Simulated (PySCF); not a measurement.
Several structures and their simulated spectra, in scrambled order.

A. `C1[C@H]2C[C@@H]12`
B. SMILES C(N[SiH2]OC)=O
C. `InChI=1S/C4H6/c1-2-4-3-1/h1-2H,3-4H2`

Spectrum 1. $^{1}$H NMR (400 MHz, computed): δ 1.73 (t, J = 2.4 Hz, 2H), 1.18 (t, J = 2.4 Hz, 2H), 0.13 (s, 2H). $^{13}$C{$^{1}$H} NMR (computed): δ 29.5 (CH2), -0.6 (CH).

Spectrum 2. $^{1}$H NMR (400 MHz, computed): δ 6.29 (m, 2H), 2.65 (m, 4H). $^{13}$C{$^{1}$H} NMR (computed): δ 145.8 (CH), 32.8 (CH2).

Spectrum 3. $^{1}$H NMR (400 MHz, computed): δ 8.29 (s, 1H), 5.30 (s, 2H), 4.38 (br s, 1H), 3.87 (s, 3H). $^{13}$C{$^{1}$H} NMR (computed): δ 167.8 (CH), 52.8 (CH3).

Theory: shieldings: GIAO PBE0/pcSseg-1, J: B3LYP/pcJ-1 (spin–dipole term left out of most H,H and C,H couplings), coordinates at the GFN2-xTB level, in PySCF 2.14 (rapidly exchanging positions averaged, gas phase, non-relativistic, a single conformation).

Referencing at the same level of theory: $^{1}$H, $^{13}$C against TMS. Multiplet labels drop J under 1 Hz and among equivalent protons, and merge close values. Unscaled 3J(H,H) run several per cent high. Where no couplings were computed, multiplicities follow the n + 1 count of equivalent neighbours, and m marks all less simple cases (inequivalent or close neighbours, rings, F or P nearby). Acid and N–H amide carbonyl carbons lie up to 10 ppm further downfield in solution (hydrogen bonding). Shifts are as computed. Against solution values, carbons near 30 ppm lie about +3 ppm off and those near 130 ppm about +5 ppm (rms about the fit 2.1 ppm; single classes can miss by 10 ppm). Of 1328 compounds with measured shifts, 309 miss one by over three times the rms of a fit or turn the order of signals round; such compounds aren't used in these exercises. Signals without a measured value on file couldn't be tested in this way; 1H shifts scatter by 0.2 ppm about their fit, and single ones miss by 0.5 ppm. OH and NH positions are gas-phase values without hydrogen bonding to other molecules.

Task: Match each spectrum to its structure.

Result: 1–A, 2–C, 3–B.

- Spectrum 1 (A): 2 $^{13}$C signals; δC 29.5 is a three-membered-ring carbon; δC -0.6 is a three-membered-ring carbon.
- Spectrum 2 (C): 2 $^{13}$C signals; δC 145.8 is an alkene CH; δC 32.8 is an allylic sp3 CH2.
- Spectrum 3 (B): 2 $^{13}$C signals; δC 167.8 is an amide carbonyl carbon; δC 52.8 is a methyl carbon bonded to O.
